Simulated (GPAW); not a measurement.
# CdSe (Cadmoselite) (P6_3mc) in GPAW: a series of runs, part 2 of 2

GPAW 26.7.0. Earlier steps stand in the parts before.

### 4 Band structure, TASK, spin-orbit coupling, no magnetisation

The input, run.py:

```python
import numpy as np
from ase.dft.bandgap import bandgap
from ase.io import write
from ase.spacegroup import crystal
from ase.units import GPa
from gpaw import GPAW, PW
from gpaw.spinorbit import soc_eigenstates

# Cd 2b
# Se 2b
atoms = crystal(['Cd', 'Se'],
                basis=[[0.6666666667, 0.3333333333, 0.5],
                       [0.6666666667, 0.3333333333, 0.885]],
                spacegroup=186, setting=1,  # P6_3mc
                cellpar=[4.3, 4.3, 7.02, 90.0, 90.0, 120.0],
                primitive_cell=True)

calc = GPAW(mode=PW(600),
            xc='MGGA_X_TASK+LDA_C_PW',
            kpts={'size': (5, 5, 3), 'gamma': True},
            occupations={'name': 'fermi-dirac', 'width': 0.05},
            nbands=31,
            convergence={'density': 1e-05, 'energy': 1e-05},
            maxiter=150,
            txt='gpaw.txt')
atoms.calc = calc
energy = atoms.get_potential_energy()
forces = atoms.get_forces()
stress = atoms.get_stress()
calc.write('gs.gpw')
write('result.traj', atoms)
print(f'Energy: {energy:.6f} eV')
print('Forces (eV/A):')
print(forces.round(4))
print('Stress (GPa):', (stress / GPa).round(3))
print('Fermi level:', round(calc.get_fermi_level(), 4), 'eV')
print(f'Gap: {bandgap(calc)[0]:.4f} eV, direct: {bandgap(calc, direct=True)[0]:.4f} eV')

path = atoms.cell.bandpath('GMKGALHA,LM,KH', npoints=100, eps=1e-4)
bs_calc = calc.fixed_density(kpts=path, symmetry='off', nbands=52,
                             convergence={'bands': 'CBM+6.0', 'eigenstates': 1e-6}, txt='bands.txt')
bs = bs_calc.band_structure()
bs.write('bs.json')
print(f'Gap on the path: {bandgap(bs_calc)[0]:.4f} eV')

soc = soc_eigenstates(bs_calc, theta=90, phi=0, ignore_xc_potential=True)
np.savetxt('soc_bands.dat', soc.eigenvalues(), fmt='%.4f')
mesh = soc_eigenstates('gs.gpw', theta=90, phi=0, ignore_xc_potential=True)
np.savetxt('soc_mesh.dat', mesh.eigenvalues(), fmt='%.4f')
print('Fermi level with spin-orbit coupling:', round(mesh.fermi_level, 4), 'eV')
```

Potentials or basis: GPAW PAW data sets (gpaw-data 1.2.1), pw.

Launch:

```bash
> OMP_NUM_THREADS=1 python run.py
```

gpaw.txt:

```text
__  _  _
 | _ |_)|_||  |
 |__||  | ||/\| - 26.7.0

Input parameters:
  mode=PW(ecut=600.0),
  convergence={'density': 1e-05, 'energy': 1e-05},
  kpts=MonkhorstPack(size=(5, 5, 3), gamma=True),
  maxiter=150,
  nbands=31,
  occupations=Occupations(name='fermi-dirac', width=0.05),
  xc=XC(name='MGGA_X_TASK+LDA_C_PW')

Diagonalizing LCAO Hamiltonian
Converting LCAO to pw mode

            Se

        Se  Cd

        Cd

Atoms  # Å, Bohr magnetons
|   | symbol |         x |        y |        z |    initial magnetic moments |
|---|--------|-----------|----------|----------|-----------------------------|
| 0 |     Cd |  2.150000 | 1.241303 | 3.510000 | ( 0.0000,  0.0000,  0.0000) |
| 1 |     Cd | -0.000000 | 2.482606 | 0.000000 | ( 0.0000,  0.0000,  0.0000) |
| 2 |     Se |  2.150000 | 1.241303 | 6.212700 | ( 0.0000,  0.0000,  0.0000) |
| 3 |     Se | -0.000000 | 2.482606 | 2.702700 | ( 0.0000,  0.0000,  0.0000) |

Unit cell  # Å
| periodic |         x |        y |        z |  lengths |     angles |
|----------|-----------|----------|----------|----------|------------|
|      yes |  4.300000 | 0.000000 | 0.000000 | 4.300000 |  90.000000 |
|      yes | -2.150000 | 3.723909 | 0.000000 | 4.300000 |  90.000000 |
|      yes |  0.000000 | 0.000000 | 7.020000 | 7.020000 | 120.000000 |

Number of symmetries: 6
Symmetry operations  # r_c * U_cc + t_c -> r_c
|   | kind |            matrix            |
|---|------|------------------------------|
| 0 |  σ   |  1, 1, 0,  0,-1, 0,  0, 0, 1 |
| 1 |  E   |  1, 0, 0,  0, 1, 0,  0, 0, 1 |
[... 139 lines left out ...]
|iter:   1| |   37.485132 | -0.29 |       |
|iter:   2| |   59.086643 | -0.56 | -1.20 |
|iter:   3| |   26.115936 | +0.11 | -1.11 |
|iter:   4| |   55.909856 | +0.05 | -0.36 |
|iter:   5| |   58.805425 | -0.92 | -0.70 |
|iter:   6| |   59.169100 | -1.66 | -1.22 |
|iter:   7| |   59.155998 | -2.71 | -1.98 |
|iter:   8| |   59.154241 | -3.94 | -2.72 |
|iter:   9| |   59.154165 | -5.19 | -3.12 |
|iter:  10| |   59.154154c| -5.93 | -3.66 |
|iter:  11| |   59.154148c| -6.37 | -4.04 |
|iter:  12| |   59.154147c| -7.11 | -4.50 |
|iter:  13| |   59.154147c| -7.48c| -5.12c|

Converged in 13 steps
Energy contributions relative to reference atoms: (reference = -436553.300934)

Energy contributions:
  Kinetic:         114.181743
  Coulomb:        -103.154685
  Zero:              0.550520
  External:          0.000000
  Xc:               47.576568
  Entropy:          -0.000000
  Spinorbit:         0.000000
  ----------------------------
  Free energy:      59.154147
  Extrapolated:     59.154147

dipole moment: (0.000001, 0.000013, -18.274175)  # |e|*Ang

Fermi level: 4.432
Eigenvalues  # (at kpt = [0.000, 0.000, 0.000])
| band index |      eig [eV] | occ [0-2] |
|------------|---------------|-----------|
|          0 |       -10.334 |     2.000 |
|        ... |               |           |
|         10 |        -4.557 |     2.000 |
|         11 |        -4.251 |     2.000 |
|         12 |        -1.096 |     2.000 |
|         13 |         2.521 |     2.000 |
|         14 |         2.521 |     2.000 |
|         15 |         3.250 |     2.000 |
[... 8 lines left out ...]
|         24 |        11.719 |     0.000 |
|         25 |        13.131 |     0.000 |
|        ... |               |           |
|         30 |        16.294 |     0.000 |

Gap: 2.111 eV
Transition (v -> c):
  (s=0, k=0, n=17, [0.00, 0.00, 0.00]) -> (s=0, k=0, n=18, [0.00, 0.00, 0.00])
No difference between direct/indirect transitions

Forces  # eV/Ang
|       x |        y |        z |
|---------|----------|----------|
| 0.00000 |  0.00000 |  0.27807 |  # Cd   0
| 0.00000 |  0.00000 |  0.27797 |  # Cd   1
| 0.00000 | -0.00000 | -0.27821 |  # Se   2
| 0.00000 |  0.00000 | -0.27829 |  # Se   3

Stress tensor  # eV/Ang^3
|         x |         y |         z |
|-----------|-----------|-----------|
| -0.042621 |  0.000000 |  0.000000 |
|  0.000000 | -0.042621 | -0.000000 |
|  0.000000 | -0.000000 | -0.028576 |

# Writing to gs.gpw (mode='')
```

bands.txt:

```text
Diagonalizing LCAO Hamiltonian
Converting LCAO to pw mode
convergence criteria:
- Maximum integral of absolute [eigenst]ate change: 1e-06 eV^2 / valence electron
maximum number of iterations: 150

SCF iterations
|iter     | |      energy | eigst |  dens |
|---------|-|-------------|-------|-------|
[... 108 lines left out ...]
         [0.33333333, 0.33333333, 0.        ],
         [0.33333333, 0.33333333, 0.07142857],
         [0.33333333, 0.33333333, 0.14285714],
         [0.33333333, 0.33333333, 0.21428571],
         [0.33333333, 0.33333333, 0.28571429],
         [0.33333333, 0.33333333, 0.35714286],
         [0.33333333, 0.33333333, 0.42857143],
         [0.33333333, 0.33333333, 0.5       ]])),
  maxiter=150,
  nbands=52,
  occupations=Occupations(name='fermi-dirac', width=0.05),
  symmetry=Symmetry(point_group=False, time_reversal=False),
  xc=XC(name='MGGA_X_TASK+LDA_C_PW')
```

It took 17 min on 1 thread of Arm Neoverse N1, shared host; peak memory 0.81 GiB.

What came out:

```
Free energy             : 59.1541 eV
Pressure                : 6.1 GPa
Largest force           : 0.278 eV/Å
Band gap on the k mesh  : 1.99 eV, direct
Band gap along the path : 1.99 eV, direct
```

Forces in eV/Å, atoms in the order of the input:
```
Cd   0.000  0.000  0.278
Cd   0.000  0.000  0.278
Se   0.000  0.000 -0.278
Se   0.000  0.000 -0.278
```

Stress tensor (GPa, compression positive):
```
6.83 0.00 0.00
0.00 6.83 0.00
0.00 0.00 4.58
```

Levels at the corners of the path, in eV from the valence-band top:
| point | band 34 | band 35 | band 36 | band 37 | band 38 | band 39 |
| --- | --- | --- | --- | --- | --- | --- |
| Γ | -0.01 | 0.00 | 0.00 | 1.99 | 1.99 | 3.23 |
| M | -1.38 | -0.98 | -0.98 | 4.30 | 4.30 | 4.44 |
| K | -1.95 | -1.85 | -1.85 | 5.58 | 5.76 | 5.77 |
| Γ | -0.01 | 0.00 | 0.00 | 1.99 | 1.99 | 3.23 |
| A | -0.39 | -0.39 | -0.39 | 3.46 | 3.46 | 3.46 |
| L | -1.43 | -1.43 | -1.43 | 4.17 | 4.17 | 4.17 |
| H | -1.29 | -1.23 | -1.23 | 4.88 | 4.88 | 4.95 |
| A | -0.39 | -0.39 | -0.39 | 3.46 | 3.46 | 3.46 |
| L | -1.43 | -1.43 | -1.43 | 4.17 | 4.17 | 4.17 |
| M | -1.38 | -0.98 | -0.98 | 4.30 | 4.30 | 4.44 |
| K | -1.95 | -1.85 | -1.85 | 5.58 | 5.76 | 5.77 |
| H | -1.29 | -1.23 | -1.23 | 4.88 | 4.88 | 4.95 |

Caveat: spin-orbit coupling was added after a scalar SCF, so levels and gaps hold it while energy, forces, pressure and moments don't; this program's spin-orbit splittings come out too wide for heavy elements; the PAW data sets were made with another functional, which shifts forces and pressure a little.

### 5 How close it comes

Step 2. The gap isn't set beside the deposited one, since the derivative discontinuity is missing.

Step 3. The gap isn't set beside the deposited one, since the derivative discontinuity is missing.

Step 4. Against the measured gap of CdSe, 1.841 eV (2 K; a printed reference work, data compilation), the calculated 1.99 eV is off by +0.15 eV. The value is that of TASK, without temperature or zero-point motion.
